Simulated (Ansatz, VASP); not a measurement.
## InAs in two plane-wave programs

Aim: how closely do two programs agree when they are given the same cell, functional and k mesh?

Calculated with Ansatz 0.2.0; plane waves, with VASP 6.6.1 beside it; single point at r2SCAN, single point at LDA and single point at PBE, spin-orbit coupling.

The database entry behind the starting cell differs from later determinations by our own check (about 0.4 % short), so it need not match the best structure at ambient conditions.

## (1) The structure

Symmetry: F-43m, No. 216, cubic system. Conventional cell: a = 6.036 Å, b = 6.036 Å, c = 6.036 Å, α = 90.00°, β = 90.00°, γ = 90.00°. Nearest to In lie 4 As at 2.61 Å. As has 4 In at 2.61 Å nearest. Farther neighbours are not listed.

Structure file:

```cif
data_structure
_symmetry_space_group_name_H-M 'F-43m'
_symmetry_Int_Tables_number 216
_cell_length_a 6.0360
_cell_length_b 6.0360
_cell_length_c 6.0360
_cell_angle_alpha 90.000
_cell_angle_beta 90.000
_cell_angle_gamma 90.000
_cell_volume 219.91
loop_
_atom_site_label
_atom_site_type_symbol
_atom_site_symmetry_multiplicity
_atom_site_Wyckoff_symbol
_atom_site_fract_x
_atom_site_fract_y
_atom_site_fract_z
_atom_site_occupancy
In1 In 4 a 0.00000 0.00000 0.00000 1
As1 As 4 c 0.25000 0.25000 0.25000 1
```

## (2) VASP: single point, r2SCAN

With cell and atoms fixed, the geometry can't cause a difference; cores, projectors, grids and the points listed under the comparison can.

Lines of VASP's logs that name or quote its potential files are left out, and so is its time.

Contents of INCAR:

```
SYSTEM = InAs
PREC = Accurate
ENCUT = 400
EDIFF = 1E-07
NELM = 100
ISMEAR = 0
SIGMA = 0.05
LREAL = .FALSE.
ALGO = Normal
METAGGA = R2SCAN
LASPH = .TRUE.
NBANDS = 36
LWAVE = .FALSE.
LCHARG = .FALSE.
KPAR = 4
LOPTICS = .TRUE.
NEDOS = 2000
CSHIFT = 0.1
```

Contents of POSCAR:

```
InAs
1.0
    0.0000000000      3.0180000000      3.0180000000
    3.0180000000      0.0000000000      3.0180000000
    3.0180000000      3.0180000000      0.0000000000
In As
1 1
Direct
    0.0000000000      0.0000000000      0.0000000000
    0.7500000000      0.7500000000      0.7500000000
```

Contents of KPOINTS:

```
Automatic mesh
0
Gamma
10 10 10
0 0 0
```

The projector-augmented-wave data sets are In_d and As (PBE family, release 64).

The run is started by

```
> mpirun -np 4 vasp_std
```

Numbers of over 12 decimals in the logs are rounded to 6 here.

Log:

```text
[banner, memory and clock lines left out]
running    4 mpi-ranks, on    1 nodes
 distrk:  each k-point on    1 cores,    4 groups
 distr:  one band on    1 cores,    1 groups

 POSCAR found type information on POSCAR InAs
 POSCAR found :  2 types and       2 ions
|                                                                             |
|               ----> ADVICE to this user running VASP <----                  |
|                                                                             |
|     You enforced a specific xc type in the INCAR file but a different       |
|     [... a line on the potential file left out ...]
|     I HOPE YOU KNOW WHAT YOU ARE DOING!                                     |
|                                                                             |

 LDA part: xc-table for (None), standard interpolation
 POSCAR, INCAR and KPOINTS ok, starting setup
 FFT: planning ... GRIDC
 FFT: planning ... GRID_SOFT
 FFT: planning ... GRID
 WAVECAR not read
 entering main loop
       N       E                     dE             d eps       ncg     rms          rms(c)
DAV:   1     0.108672345831E+03    0.10867E+03   -0.54952E+03  3836   0.465E+02
DAV:   2    -0.240724134034E+02   -0.13274E+03   -0.11795E+03  3640   0.187E+02
DAV:   3    -0.409629817286E+02   -0.16891E+02   -0.16597E+02  4108   0.521E+01
DAV:   4    -0.414270176438E+02   -0.46404E+00   -0.46357E+00  4208   0.870E+00
DAV:   5    -0.414349066666E+02   -0.78890E-02   -0.78871E-02  4784   0.114E+00    0.633E+00
DAV:   6    -0.380584203422E+02    0.33765E+01   -0.81877E-01  4500   0.119E+01    0.308E+00
DAV:   7    -0.380376257594E+02    0.20795E-01   -0.10659E-01  4252   0.150E+00    0.173E+00
DAV:   8    -0.380444240917E+02   -0.67983E-02   -0.14406E-02  4172   0.495E-01    0.760E-01
DAV:   9    -0.380453702299E+02   -0.94614E-03   -0.12783E-03  4180   0.172E-01    0.148E-01
DAV:  10    -0.380453375785E+02    0.32651E-04   -0.18042E-04  4460   0.746E-02    0.606E-02
DAV:  11    -0.380453501297E+02   -0.12551E-04   -0.21492E-05  3988   0.174E-02    0.167E-02
DAV:  12    -0.380453510079E+02   -0.87810E-06   -0.15598E-06  4776   0.945E-03    0.681E-03
DAV:  13    -0.380453509392E+02    0.68670E-07   -0.15225E-07  4168   0.128E-03
   1 F= -.38045351E+02 E0= -.38045351E+02  d E =-.387890E-07
 optical routines
 imaginary and real dielectric function
 direction            1
 direction            2
 direction            3
```

From OUTCAR (step 2):

```text
ion  position               nearest neighbor table
   1  0.000  0.000  0.000-   2 2.61   2 2.61   2 2.61   2 2.61
   2  0.750  0.750  0.750-   1 2.61   1 2.61   1 2.61   1 2.61

  LATTYP: Found a face centered cubic cell.
 ALAT       =     6.0360000000

 Subroutine GETGRP returns: Found 24 space group operations
 (whereof 24 operations were pure point group operations)

The static configuration has the point symmetry T_d .

 Found     47 irreducible k-points:

   k-points           NKPTS =     47   k-points in BZ     NKDIM =     47   number of bands    NBANDS=     36

   dimension x,y,z NGX =    28 NGY =   28 NGZ =   28
   dimension x,y,z NGXF=    56 NGYF=   56 NGZF=   56

   ENCUT  =  400.0 eV  29.40 Ry    5.42 a.u.   6.96  6.96  6.96*2*pi/ulx,y,z

   NELECT =      18.0000    total number of electrons

 k-points in reciprocal lattice and weights: Automatic mesh
   0.00000000  0.00000000  0.00000000       0.001
   0.10000000  0.00000000  0.00000000       0.008
   0.20000000  0.00000000  0.00000000       0.008
   0.30000000  0.00000000  0.00000000       0.008
   0.40000000  0.00000000  0.00000000       0.008
   0.50000000  0.00000000  0.00000000       0.004
   0.10000000  0.10000000  0.00000000       0.006
   0.20000000  0.10000000  0.00000000       0.024
   0.30000000  0.10000000  0.00000000       0.024
[...]
-0.30000000  0.40000000  0.20000000       0.024
  -0.30000000  0.50000000  0.20000000       0.012

 average (electrostatic) potential at core
       1-102.1510       2 -54.0933

 E-fermi :   4.4735

 k-point     1 :       0.0000    0.0000    0.0000
  band No.  band energies     occupation
    ...
      5     -10.3799      2.00000
      6      -8.0087      2.00000
      7       4.3290      1.99996
      8       4.3290      1.99996
      9       4.3290      1.99996
     10       4.6087      0.00013
     11       8.6043      0.00000
     12       8.6043      0.00000
     13       8.6043      0.00000
     14      12.4278      0.00000
    ...

 k-point     2 :       0.1000    0.0000    0.0000
  band No.  band energies     occupation
    ...
      5     -10.3799      2.00000
      6      -7.8974      2.00000
      7       2.9410      2.00000
      8       4.1975      2.00000
      9       4.1975      2.00000
     10       5.6195      0.00000
     11       8.6775      0.00000
     12       8.8002      0.00000
     13       8.8002      0.00000
     14      13.0350      0.00000
    ...

 k-point     3 :       0.2000    0.0000    0.0000
  band No.  band energies     occupation
    ...
      5     -10.3795      2.00000
      6      -7.5823      2.00000
      7       1.3612      2.00000
      8       3.8998      2.00000
      9       3.8998      2.00000
     10       5.9940      0.00000
     11       9.1923      0.00000
     12       9.1923      0.00000
     13       9.3576      0.00000
     14      13.3417      0.00000
    ...

  Total        0.7652012      0.7652012      0.7652012      0.0000000     -0.0000000     -0.0000000
  in kB       22.2996747     22.2996747     22.2996747      0.0000000     -0.0000000     -0.0000000
  external PRESSURE =      22.2996747 kB  Pullay stress =       0.0000000 kB

  energy-cutoff  :      400.00
  volume of cell :       54.98
      direct lattice vectors                 reciprocal lattice vectors
     0.000000000  3.018000000  3.018000000    -0.165672631  0.165672631  0.165672631
     3.018000000  0.000000000  3.018000000     0.165672631 -0.165672631  0.165672631
     3.018000000  3.018000000  0.000000000     0.165672631  0.165672631 -0.165672631

 POSITION                                       TOTAL-FORCE (eV/Angst)
 -----------------------------------------------------------------------------------
      0.00000      0.00000      0.00000        -0.000000      0.000000     -0.000000
      4.52700      4.52700      4.52700         0.000000     -0.000000      0.000000
 -----------------------------------------------------------------------------------
    total drift:                               -0.000011     -0.000011     -0.000011

  FREE ENERGIE OF THE ION-ELECTRON SYSTEM (eV)
  ---------------------------------------------------
  free  energy   TOTEN  =       -38.0453509392 eV

  energy  without entropy=      -38.0453509004  energy(sigma->0) =      -38.04535092

 plasma frequency squared (from intraband transitions) (eV^2)
  --------------------------------------------------------------------------------------
       0.000       0.000      -0.000
       0.000       0.000      -0.000
      -0.000      -0.000       0.000

[... 3 further parts left out ...]
```

## (3) Ansatz: single point, r2SCAN

Ansatz runs on its default PAW (the set named soft_2) files.

The same cell, functional, mesh and smearing now go to Ansatz, which takes its cutoff from its data sets.

Contents of input.yaml:

```yaml
crystal:
  lattice:
    - [0.0, 3.018, 3.018]
    - [3.018, 0.0, 3.018]
    - [3.018, 3.018, 0.0]
  atoms:
    - { symbol: In, position: [0.0, 0.0, 0.0] }
    - { symbol: As, position: [0.75, 0.75, 0.75] }
hamiltonian:
  xc: r2scan
  pseudopotentials: { kind: paw }
kpoints:
  mp_grid: { grid: [10, 10, 10] }
scf:
  occupations: { method: gaussian, width: 0.05 }
  n_extra_bands: 4
output:
  forces: true
  stress: true
  eigenvalues: true
```

The run is started by

```
> ansatz run input.yaml --threads 2 --pin off --max-ram 4608MiB --backend cpu --events-out ev --progress --plain --runs-dir out
```

Log:

```text
scf.n_extra_bands = 4 over 14 filled bands (N_el = 28.0): the run solves 18 bands
Engine: ansatz 0.2.0, x86_64-unknown-linux-gnu
Pseudopotentials: kind: paw
Pseudopotential: In, paw, valence charge 13, recommended cutoff 500 eV (meta_gga), In.paw.azcp
Pseudopotential: As, paw, valence charge 15, recommended cutoff 500 eV (meta_gga), As.paw.azcp
Functional definition: r2SCAN
  parameter k0 = 0.174
  parameter k1 = 0.065
  parameter a1 = 4.9479
  exchange = r2scan_x(k0 = k0, k1 = k1, a1 = a1)
  correlation = r2scan_c
Crystal: 2 atoms, lattice volume = 54.978 Å³
Basis set: ecut = 500 eV, 1411 PW (Γ), exchange–correlation on 128×128×128 points (64 copies of the dense FFT grid, shifted against one another)
Bands: 18, of which v1, the nominal top of the filled ones, is band 14 counted from 1 (13 counted from 0)
Symmetry: 24 space group operations
Space group: F-43m (ITA 216), of the structure as read, at distance tolerance 3.8e-5 Å
k-points: 47 of 1000 (time reversal used)
Non-local potential: In, projectors of the file, l = 0: 2, l = 1: 2, l = 2: 2, l = 3: 2
Non-local potential: As, projectors of the file, l = 0: 2, l = 1: 2, l = 2: 3, l = 3: 1
PAW form: soft (Blöchl's): semilocal exchange-correlation on the pseudo side does not see the compensation charge
PAW frozen core: In, regenerated for the run's functional (the file was generated under x = pbe(κ = 0.804, μ = 0.219515), c = pbe(β = 0.066725))
PAW frozen core: As, regenerated for the run's functional (the file was generated under x = pbe(κ = 0.804, μ = 0.219515), c = pbe(β = 0.066725))
PAW one-centre angular grid: In, 590 points (default); XC on 289 of its mesh's 2783 points in the sphere
PAW one-centre angular grid: As, 590 points (default); XC on 160 Gauss nodes
Initial density: superposition of atomic densities (neutral atoms: chi_scale 0, normalization atom), corrected by the library's trained network
Initial wavefunctions: pseudopotential atomic-orbital guess
Functional: x = r2scan, c = r2scan; τ floored in thin density (d = 2e-4 eV/Å³)
SCF iter   1: F=—  HF=-10477.157231 eV  |F-HF|=—  |Δ(HF+E_count)|=         —  Δρ=6.01e-3  dr2=1.12e-2  dr2_τ=8.62e-3  ethr=1.77e-3  ⟨swp⟩=6.0  Hψ=4210  notcnv=0
preconditioner: auto → none  [insulator: Δε(μ)=0.234 eV  Ē_g=15.567 eV  σ=0.050 eV  W_gap=1.00  n_scr=14 (ndim 8)  ℏωp=21.2 eV  f_vac=0.102  D(μ)=0.00/eV (n_scr^D=0)  ε∞_Penn≈2.9]
SCF iter   2: F=—  HF=-10477.164797 eV  |F-HF|=—  |Δ(HF+E_count)|=   7.57e-3  Δρ=1.71e-3  dr2=1.20e-3  dr2_τ=6.61e-5  ethr=4.02e-5  ⟨swp⟩=2.0  Hψ=2068  notcnv=0
SCF iter   3: F=—  HF=-10477.165107 eV  |F-HF|=—  |Δ(HF+E_count)|=   3.10e-4  Δρ=7.27e-4  dr2=1.75e-4  dr2_τ=3.90e-6  ethr=4.29e-6  ⟨swp⟩=1.3  Hψ=924  notcnv=0
SCF iter   4: F=—  HF=-10477.165172 eV  |F-HF|=—  |Δ(HF+E_count)|=   6.51e-5  Δρ=6.76e-5  dr2=1.49e-6  dr2_τ=3.74e-8  ethr=6.24e-7  ⟨swp⟩=2.3  Hψ=1099  notcnv=0
SCF iter   5: F=—  HF=-10477.165174 eV  |F-HF|=—  |Δ(HF+E_count)|=   1.94e-6  Δρ=2.66e-5  dr2=8.45e-7  dr2_τ=8.93e-9  ethr=5.31e-9  ⟨swp⟩=2.0  Hψ=1505  notcnv=0
SCF iter   6: F=-10477.165174 eV  HF=-10477.165174 eV  |F-HF|=2.55e-9  |Δ(HF+E_count)|=   3.53e-7  Δρ=4.66e-6  dr2=1.52e-8  dr2_τ=3.92e-10  ethr=3.57e-10  ⟨swp⟩=3.0  Hψ=3377  notcnv=0
SCF 1 converged in 6 iterations: F = -10477.165174 eV  dr2 = 1.52e-8
  greatest PAW one-centre occupation: 0.999 electrons in one spin orbital (limit 2), on the As atom at site 1 (counted from 0), in its partial waves of l = 2
SCF converged after 6 iterations
Free energy (F): -10477.165174 eV
Harris-Foulkes:  -10477.165174 eV  (|F-HF|=2.55e-9)
Internal energy: -10477.165174 eV  (E = F + TS)
E sigma→0 (E₀):  -10477.165174 eV
Entropy (-TS):   -0.000000 eV (-0.000 meV/atom)
Fermi energy:    7.832543 eV
--- Per-component energies (eV) ---
  E_band       = -328.685138
  E_kinetic    = 347.051079
  E_local      = -3271.135011  (includes V_loc(G=0)·N_el)
  E_nonlocal   = -301.995824
  E_hartree    = 1585.522410
  E_xc         = -275.218275
  E_vxc        = -191.148375  (∫ρ·V_xc dr)
  E_paw        = -6033.098275  (= ΣΔE_a)
  E_vpaw       = -94.266916  (= ΣTr[D̂ρ^β])
  E_aug_tail   = 0.000002  (compensation charges beyond the density's cutoff)
  E_vtau       = 11.768078  (kinetic-family band-sum trace: ∫τ·v_τ [+ j·A + Jᵃ·Aᵃ] dr)
  E_ewald      = -2527.799418
  E_core_change = -0.491862  (= ΣΔE_core)
  E_smearing   = -0.000000  (= −TS)
  E_closure    = -0.000000  (closes the sum)
  Σ components = -10477.165174   (vs F -10477.165174, Δ=0.00e0)
--- Forces (eV/Å), atoms counted from 1 ---
  atom   1  In    -0.00000000     0.00000000    -0.00000000
  atom   2  As     0.00000000    -0.00000000    -0.00000000
  max |Σ_I F_I| component: 1.85e-16 eV/Å
--- Stress (GPa, compression-positive) ---
        2.254853      -0.000000      -0.000000
        0.000000       2.254853       0.000000
       -0.000000       0.000000       2.254853
  P = ⅓ Tr σ = 2.2549 GPa (22.549 kbar)
--- Band table (eV; the first three rows and the last of 47) ---
  k-point 0: bands = [... 10 lower, -4.6444, 7.6877, 7.6877, 7.6877, 7.9681, 11.9722, 11.9722, 11.9722]
  k-point 1: bands = [... 10 lower, -4.5335, 6.3013, 7.5565, 7.5565, 8.9782, 12.0450, 12.1680, 12.1680]
  k-point 2: bands = [... 10 lower, -4.2195, 4.7230, 7.2594, 7.2594, 9.3544, 12.5603, 12.5603, 12.7232]
  k-point 46: bands = [... 10 lower, -2.4637, 1.8721, 4.6891, 4.7764, 11.6553, 11.9359, 13.9305, 14.6431]
```

Run time: 2.4 s. Hardware: 2 threads of Intel Xeon 6975P-C (Granite Rapids), shared host; peak memory 0.56 GiB.

The column dr2 measures how far the density is from self-consistency, as an energy; F and HF (Harris–Foulkes) agree once it is small.

The run ends at a pressure of 2.25 GPa.

## (4) Side by side

Known differences besides the potentials themselves: VASP keeps PBE cores, Ansatz makes them for the functional; the data sets hold 28 valence electrons in Ansatz (default PAW (the set named soft_2) files) and 18 in VASP; the cutoff is 500 eV in Ansatz and 400 eV in VASP. Total energies have different zeros and are not compared.

Compared:

```csv
quantity,Ansatz,VASP,difference
pressure (GPa),2.25,2.23,+0.02
gap on the k mesh (eV),0.280,0.280,+0.001
```

A gap on the mesh is an upper bound, since the band edges may lie between its points. Ansatz's pressure holds a Pulay correction of 0.02 GPa; VASP's holds none.

## (5) Ansatz: single point, LDA

With cell and atoms fixed, the geometry can't cause a difference; cores, projectors, grids and the points listed under the comparison can.

Edit input.yaml of step 3 so:

```diff
@@ -9,3 +9,3 @@
 hamiltonian:
-  xc: r2scan
+  xc: lda
   pseudopotentials: { kind: paw }
@@ -20 +20,5 @@
   eigenvalues: true
+  write_density: true
+  write_potential: true
+  elf: true
+  volumetric_format: npy
```

Log:

```text
[...]
Crystal: 2 atoms, lattice volume = 54.978 Å³
Basis set: ecut = 420 eV, 1067 PW (Γ)
Bands: 18, of which v1, the nominal top of the filled ones, is band 14 counted from 1 (13 counted from 0)
Symmetry: 24 space group operations
[...]
k-points: 47 of 1000 (time reversal used)
[...]
--- Band table (eV; the first three rows and the last of 47) ---
  k-point 0: bands = [... 10 lower, -4.3671, 7.1931, 7.6066, 7.6066, 7.6066, 11.4435, 11.4435, 11.4435]
  k-point 1: bands = [... 10 lower, -4.2610, 5.9872, 7.4751, 7.4751, 8.4368, 11.4959, 11.6351, 11.6351]
  k-point 2: bands = [... 10 lower, -3.9603, 4.5179, 7.1805, 7.1805, 8.7433, 12.0192, 12.0192, 12.1147]
  k-point 46: bands = [... 10 lower, -2.2775, 1.7855, 4.6603, 4.7251, 11.1464, 11.3880, 13.2492, 13.9935]
[key lines of the parts left out:]
SCF converged after 6 iterations
Free energy (F): -10231.244851 eV
Fermi energy:    7.621877 eV
P = ⅓ Tr σ = -0.2948 GPa (-2.948 kbar)
```

Wall time 1.5 s (2 threads); peak memory 0.41 GiB; 2.6 s of CPU time.

The run ends at a pressure of -0.29 GPa.

## (6) VASP: single point, LDA

The same cell, functional (in two slightly different forms), mesh and smearing now go to VASP, with its own data sets and cutoff.

Edit INCAR of step 2 so:

```diff
@@ -9,4 +9,3 @@
 ALGO = Normal
-METAGGA = R2SCAN
-LASPH = .TRUE.
+GGA = CA
 NBANDS = 36
```

POSCAR is that of step 2.

KPOINTS is that of step 2.

The run is started by

```
> mpirun -np 4 vasp_std
```

Log:

```text
[banner, memory and clock lines left out]
running    4 mpi-ranks, on    1 nodes
[...]
[... a notice as in an earlier step ...]

 LDA part: xc-table for (Slater(with rela. corr.)+CA(PZ))
 , standard interpolation
 POSCAR, INCAR and KPOINTS ok, starting setup
[...]
entering main loop
       N       E                     dE             d eps       ncg     rms          rms(c)
DAV:   1     0.136832524461E+03    0.13683E+03   -0.53572E+03  3844   0.452E+02
DAV:   2     0.739077949467E+01   -0.12944E+03   -0.11508E+03  3648   0.182E+02
DAV:   3    -0.897522461583E+01   -0.16366E+02   -0.16079E+02  4088   0.505E+01
DAV:   4    -0.943324499101E+01   -0.45802E+00   -0.45754E+00  4116   0.856E+00
[...]
DAV:  11    -0.907216537259E+01   -0.22426E-06   -0.76497E-06  4560   0.293E-02    0.206E-02
DAV:  12    -0.907216518188E+01    0.19070E-06   -0.46553E-07  4292   0.294E-03    0.820E-03
DAV:  13    -0.907216520661E+01   -0.24729E-07   -0.11268E-07  4016   0.152E-03
   1 F= -.90721652E+01 E0= -.90721266E+01  d E =-.771987E-04
 optical routines
 imaginary and real dielectric function
 recalculating local potential from charge density
 direction            1
 direction            2
 direction            3
```

From OUTCAR (step 6):

```text
  Total       -0.0087887     -0.0087887     -0.0087887      0.0000000     -0.0000000     -0.0000000
  in kB       -0.2561213     -0.2561213     -0.2561213      0.0000000     -0.0000000     -0.0000000
  external PRESSURE =      -0.2561213 kB  Pullay stress =       0.0000000 kB

 POSITION                                       TOTAL-FORCE (eV/Angst)
 -----------------------------------------------------------------------------------
      0.00000      0.00000      0.00000        -0.000000     -0.000000     -0.000000
      4.52700      4.52700      4.52700         0.000000      0.000000      0.000000
 -----------------------------------------------------------------------------------
    total drift:                                0.000000      0.000000     -0.000000

  FREE ENERGIE OF THE ION-ELECTRON SYSTEM (eV)
  ---------------------------------------------------
  free  energy   TOTEN  =        -9.0721652066 eV

  energy  without entropy=       -9.0720880079  energy(sigma->0) =       -9.07212661

[... 2 parts as in an earlier step ...]

[... 1 further part left out ...]
[key lines of the parts left out:]
E-fermi :   4.2887
```

The intraband (Drude) part is not in this spectrum.

[end of part 1 of 2]

[Lines on the potential files, build, host, timing and source positions are cut from VASP's logs without a mark.]

[Logs are printed without paths, hosts, clocks, repeated set-up lines and the standing remarks that a program may print on its own settings, such as how far it seeks lower states.]

[Hosts, paths, dates, database ids (printed as entryN), source tags and the programs' standing remarks are cut or masked in the printed files.]
